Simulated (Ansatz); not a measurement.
The system is CuO.

```
CELL_PARAMETERS angstrom
2.87950 0.00000 0.00000
0.03907 2.87928 0.00000
0.01750 0.01724 5.17634
ATOMIC_POSITIONS crystal
Cu 0.00000 0.50000 0.00000
Cu 0.50000 0.00000 0.50000
O 0.99842 0.00167 0.74989
O 0.00158 0.99833 0.25011
```

The cell comes from a database or a generator and needn't be the stable form of this composition.

A run of Ansatz 0.2.0 on this cell left the log below. Logs are shortened: lines on timing, memory, paths and dates and some standing lists are left out, and cuts for length are marked.

```text
Warning: RAYON_NUM_THREADS=2 ignored (pool sized by the plan → 2); use --threads N
Cu: projections on atomic orbitals take those of the free atom 1s2 2s2 2p6 3s2 3p6 3d10 4s1, of charge +0.00 (hamiltonian.pseudopotentials.projection_atoms)
O: projections on atomic orbitals take those of the free atom 1s2 2s2 2p4, of charge +0.00 (hamiltonian.pseudopotentials.projection_atoms)
LAPW: plane waves up to 10.829 Å⁻¹, error target 1.0e-3 eV per atom; small_component_spin mean_spin; O in spheres of 0.868 Å, 8 of its electrons in bands, Dirac shells []; Cu in spheres of 1.068 Å, 19 of its electrons in bands, Dirac shells [] (how accurate: hamiltonian.pseudopotentials.lapw.basis_error, Limitations)
Engine: ansatz 0.2.0, x86_64-unknown-linux-gnu
Pseudopotentials: kind: all_electron
Pseudopotential: Cu, LAPW, valence charge 19, lapw/all_electron/scalar/gaussian/Cu, Koelling and Harmon's equation, gaussian nucleus
Pseudopotential: O, LAPW, valence charge 8, lapw/all_electron/scalar/gaussian/O, Koelling and Harmon's equation, gaussian nucleus
Functional definition: PBEsol
  exchange = pbesol_x
  correlation = pbesol_c
Crystal: 4 atoms, lattice volume = 42.916 Å³
Basis set: ecut = 446.807279138609 eV, 881 PW (Γ), exchange–correlation at level 2
Bands: 33, of which v1, the nominal top of the filled ones, is band 27 counted from 1 (26 counted from 0)
Symmetry: 2 space group operations
Space group: P-1 (ITA 2), of the structure as read, at distance tolerance 3.5e-5 Å
k-points: 203 of 405
Non-local potential: Cu, projectors of the file, none
Non-local potential: O, projectors of the file, none
Initial density: superposition of atomic densities (chi_scale 0.1, normalization cell, long waves kept (reshape's long-wave potential 0.00 eV rms))
Initial wavefunctions: plane waves of lowest kinetic energy (no species holds an atomic orbital)
Functional: x = pbesol(κ = 0.804, μ = 0.12345679012345678), c = pbesol(β = 0.046)
iter 1 solved again at ethr=2.17e-2 eV; its pass at ethr=1.00e-1 eV (dr2=1.17e1 eV) is discarded
SCF iter   1: F=—  HF=-94082.867932 eV  |F-HF|=—  |Δ(HF+E_count)|=         —  Δρ=1.58e-1  dr2=1.17e1  ethr=2.17e-2  ⟨swp⟩=2.0  Hψ=43500  notcnv=0
[... 21 lines left out ...]
Fermi energy:    11.207792 eV
--- Per-component energies (eV) ---
  E_band       = -2887.107372
  E_kinetic    = 95603.547619
  E_xc         = -4054.756553
  E_electrostatic = -185625.488870  (all electrons and nuclei)
  E_smearing   = -0.019237  (= −TS)
  E_closure    = 0.000000  (closes the sum)
  E_atoms      = -94055.158867  (free atoms, spherical and without spin; not in F)
  Σ components = -94076.717041   (vs F -94076.717041, Δ=0.00e0)
  Basis errors (estimates in eV, not in F): energy 4.4e-4 per atom: plane waves 3.9e-4 (2.3e-4 summed), levels above the bands 4.1e-98, relativity 7.0e-8, radial functions 4.5e-5, core shells 8.5e-9; eigenvalues (radial functions only) 5.5e-6; not estimated: angular momenta, meshes, grids; target (lapw.basis_error) 1.0e-3; muffin-tin radii O 0.868 Å, Cu 1.068 Å
--- Forces (eV/Å), atoms counted from 1 ---
  atom   1  Cu     0.00000000     0.00000000     0.00000000
  atom   2  Cu     0.00000000     0.00000000     0.00000000
  atom   3  O      0.00523434    -0.00669994     0.00949924
  atom   4  O     -0.00523434     0.00669994    -0.00949924
  max |Σ_I F_I| component: 0.00e0 eV/Å
--- Stress (GPa, compression-positive) ---
       -0.703016      -0.092781      -0.014946
       -0.092781      -0.744839      -0.002846
       -0.014946      -0.002846      -4.636391
  P = ⅓ Tr σ = -2.0281 GPa (-20.281 kbar)
--- Band table (eV; the first three rows and the last of 203) ---
  k-point 0: bands = ["-493.8200", "-493.8200", "-101.2666", "-101.2626", "-58.9045", "-58.9001", "-58.8702", "-58.8626", "-58.5990", "-58.5961", "-8.7764", "-7.4352", "2.7234", "5.6103", "5.6386", "7.3056", "7.7089", "7.7133", "7.7474", "8.0703", "8.4138", "8.7469", "8.7576", "8.8000", "8.8853", "9.1879", "11.8859", "11.9192", "12.6227", "17.2381", "18.4821", "24.6752", "25.8617"]
  k-point 1: bands = ["-493.8200", "-493.8200", "-101.2666", "-101.2626", "-58.9045", "-58.9001", "-58.8697", "-58.8631", "-58.5990", "-58.5961", "-8.6692", "-7.5910", "3.1162", "5.6304", "5.6543", "7.0609", "7.4718", "7.5029", "7.5064", "7.7445", "8.6526", "8.8081", "8.8770", "9.0696", "9.0851", "9.0993", "11.7155", "11.7456", "13.1383", "16.3615", "19.6788", "24.7856", "25.3706"]
  k-point 2: bands = ["-493.8200", "-493.8200", "-101.2666", "-101.2626", "-58.9045", "-58.9001", "-58.8687", "-58.8640", "-58.5990", "-58.5961", "-8.3720", "-7.9641", "4.1746", "5.6232", "5.6681", "5.6798", "7.2689", "7.2697", "7.5772", "7.7022", "8.7659", "8.8293", "8.8553", "8.9086", "9.5650", "9.5742", "11.3782", "11.3941", "14.1680", "15.2533", "21.6166", "23.6845", "25.1335"]
  k-point 202: bands = ["-493.8200", "-493.8200", "-101.2657", "-101.2618", "-58.9193", "-58.9010", "-58.8668", "-58.8631", "-58.6082", "-58.5994", "-7.9936", "-7.2965", "4.0158", "4.1547", "5.3072", "5.6353", "6.7359", "7.0050", "8.0316", "8.4920", "8.5480", "8.7349", "8.9221", "9.1412", "9.3388", "9.6376", "11.1030", "11.6881", "15.0598", "16.7445", "18.8745", "21.7669", "22.6808"]
--- Löwdin populations: 4 sites ---
  site symbol       q [e]
     0     Cu     28.0011
     1     Cu     28.0002
     2      O      8.8840
     3      O      8.8840
  spilling = 0.003119 (of n_electrons = 74.000000)
```

Problem. Write the input and the command behind it.

Solution. Single point with PBEsol, no spin polarisation. The files as run (others can give the same):

input.yaml
```yaml
crystal:
  lattice:
    - [2.8795009639, 0.0, 0.0]
    - [0.039072758, 2.8792794796, 0.0]
    - [0.0174953863, 0.0172449008, 5.1763391994]
  atoms:
    - { symbol: Cu, position: [0.0, 0.5, 0.0] }
    - { symbol: Cu, position: [0.5, 0.0, 0.5] }
    - { symbol: O, position: [0.99842397, 0.00167178, 0.7498871] }
    - { symbol: O, position: [0.00157603, 0.99832822, 0.2501129] }
kpoints:
  mp_grid: { grid: [9, 9, 5] }
scf:
  occupations: { method: fermi_dirac, width: 0.05 }
hamiltonian:
  xc: pbesol
  pseudopotentials: { kind: all_electron, lapw: { basis_error: 0.001 } }
output:
  forces: true
  stress: true
  eigenvalues: true
  populations: true
```

Potentials or basis: all-electron LAPW, scalar-relativistic.
The run is started by
```bash
$ ansatz run input.yaml --threads 2 --pin off --max-ram 8192MiB --backend cpu --events-out ev --progress --plain --runs-dir out
```

Caveat: the run has no spin polarisation, though such a crystal can be magnetic; semilocal functionals often make such compounds metallic where correlation or magnetic order opens a gap, which also shifts bond lengths.
